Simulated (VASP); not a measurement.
Re: single point with PBEsol

Re:

```
Re
1.0
     2.75089    0.00000    0.00000
    -1.37545    2.38234    0.00000
     0.00000    0.00000    4.44301
Re
2
Direct
  0.33333 0.66667 0.25000
  0.66667 0.33333 0.75000
```

| Item | Value |
| --- | --- |
| Program | VASP 6.6.1 |
| Task | single point |
| Functional | PBEsol |
| Potentials or basis | VASP PAW PBE potentials, release 64 (Re) |
| Cutoff | 520 eV |
| k mesh | 18 × 18 × 10 |
| Occupations | gaussian, width 0.1 eV |
| Spin | non-collinear spin, zero start, spin-orbit coupling |
| Starting moments | [[0.0, 0.0, 0.0], [0.0, 0.0, 0.0]] μB |
| Further INCAR settings | ALGO = Normal; EDIFF = 1e-06 |

| Item | Value |
| --- | --- |
| Pressure | 0.5 GPa |
| Net moment | 0.00 μB per cell |
| Valence electrons inside the program's atomic spheres | Re 6.19 |

Stress tensor (GPa, compression positive):
```
0.76 0.00 0.00
0.00 0.76 0.00
0.00 0.00 0.02
```

Moments on the atoms (μB; x, y, z):
```
Re  0.00 0.00 0.00
Re  0.00 0.00 0.00
```

It took 14 min on 1 thread of Intel(R) Xeon(R) Platinum 8488C (Sapphire Rapids), with other jobs on the host, peak memory 0.57 GiB.

Caveat: the PAW data sets were made with another functional, which shifts forces and pressure a little.
